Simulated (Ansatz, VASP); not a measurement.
## BN in VASP and in Ansatz

Contents of INCAR:

```
PREC = Accurate
ENCUT = 520
EDIFF = 1E-7
ISMEAR = -1
SIGMA = 0.03
LREAL = False
LASPH = True
NELM = 100
ALGO = Normal
ISIF = 2
LWAVE = False
LCHARG = False
GGA = PE
NBANDS = 11
```

KPOINTS

```
Automatic mesh
0
Gamma
  13 13 13
```

POSCAR

```
BN
1.0
    0.0000000000      1.7830713297      1.7830713297
    1.7830713297      0.0000000000      1.7830713297
    1.7830713297      1.7830713297      0.0000000000
B N
1 1
Direct
    0.0000000000      0.0000000000      0.0000000000
    0.7500000000      0.7500000000      0.7500000000
```

Input for Ansatz:

```yaml
crystal:
  lattice:
    - [0.0, 1.7830713297, 1.7830713297]
    - [1.7830713297, 0.0, 1.7830713297]
    - [1.7830713297, 1.7830713297, 0.0]
  atoms:
    - { symbol: B, position: [0.0, 0.0, 0.0] }
    - { symbol: "N", position: [0.75, 0.75, 0.75] }
kpoints:
  mp_grid: { grid: [13, 13, 13] }
scf:
  occupations: { method: fermi_dirac, width: 0.03 }
hamiltonian:
  xc: pbe
  pseudopotentials: { kind: all_electron, lapw: { basis_error: 0.001 } }
output:
  forces: true
  stress: true
  eigenvalues: true
```

Change from the starting cell: volume scaled by 0.96.

Alike in both runs: task single point; functional PBE; k mesh 13 × 13 × 13; occupations fermi-dirac, width 0.03 eV; no spin polarisation.

|  | VASP | Ansatz |
| --- | --- | --- |
| version | VASP 6.6.1 | Ansatz 0.2.0 |
| potentials or method | VASP PAW PBE potentials, release 64 (B, N) | all-electron LAPW, scalar-relativistic |
| plane-wave cutoff (eV) | 520 | see its input |

```tsv
	VASP	Ansatz	Ansatz less VASP
gap on the k mesh at the Fermi level (eV)	4.58	4.59	+0.010
pressure (GPa)	20.2	19.9	-0.38
```

Ansatz ran all-electron here, so the differences hold the error of VASP's frozen core and of both bases.

Caveats: so large a pressure means that the cell lies far from this level's equilibrium, or that cutoff or potentials fall short (VASP); an odd mesh through Γ misses points on the zone boundary, where band edges often lie.
